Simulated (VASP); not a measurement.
Write the native input for VASP 6.6.1 that does the following.

| Item | Value |
| --- | --- |
| Task | relaxation of cell and atoms |
| Functional | LDA |
| Potentials or basis | VASP PAW LDA potentials, release 64 (Sn_d) |
| Cutoff | 600 eV |
| k mesh | 10 × 10 × 10 |
| Occupations | gaussian, width 0.03 eV |
| Spin | no spin polarisation |
| Further INCAR settings | ALGO = Normal; EDIFF = 1e-06; IBRION = 2; EDIFFG = -0.01; NSW = 90; ISIF = 3 |

The structure of Sn lies in POSCAR:

```
Sn
1.0
    0.0000000000      3.2333428000      3.2333428000
    3.2333428000      0.0000000000      3.2333428000
    3.2333428000      3.2333428000      0.0000000000
Sn
2
Direct
    0.0000000000      0.0000000000      0.0000000000
    0.2500000000      0.2500000000      0.2500000000
```

This isn't the form of Sn at room conditions, which is tetragonal (white tin).

These files were run (other wordings do the same):

INCAR

```
SYSTEM = Sn
ALGO     = Normal         ! electronic algorithm
EDIFF    = 1E-6           ! SCF threshold, eV
EDIFFG   = -0.01          ! ionic threshold
ENCUT    = 600            ! plane-wave cutoff, eV
IBRION   = 2              ! ionic algorithm
ISIF     = 3              ! what is computed and relaxed
ISMEAR   = 0              ! smearing method
LASPH    = .True.         ! aspherical terms in the spheres
LCHARG   = .False.        ! write CHGCAR
LREAL    = .False.        ! projectors in reciprocal space
LWAVE    = .False.        ! write WAVECAR
NELM     = 80             ! most SCF steps
NSW      = 90             ! ionic steps
PREC     = Accurate       ! precision mode
SIGMA    = 0.03           ! smearing width, eV
```

KPOINTS

```
k-points
0
Gamma
  10 10 10
  0 0 0
```

Potentials or basis: VASP PAW LDA potentials, release 64 (Sn_d).

The run is started by

```console
$ cat potpaw_LDA.64/Sn_d/POTCAR > POTCAR
$ mpirun -np 1 vasp_std > vasp.out
```

It gave:

The relaxed volume is 33.92 Å³/atom, the relaxed cell is a = 4.578 Å, b = 4.578 Å, c = 4.578 Å, α = 60.00°, β = 60.00°, γ = 60.00° and the space group after relaxing (to 0.05 Å) is Fd-3m (No. 227). The energy gained by relaxing is 0.1 meV/atom. The ionic steps are 3. The pressure after relaxing is 0.0 GPa and the band gap on the k mesh is none (metal or under the smearing width).

Wall time 120 s on 1 thread of Intel(R) Xeon(R) Platinum 8488C (Sapphire Rapids), with other jobs on the host, peak memory 0.21 GiB.
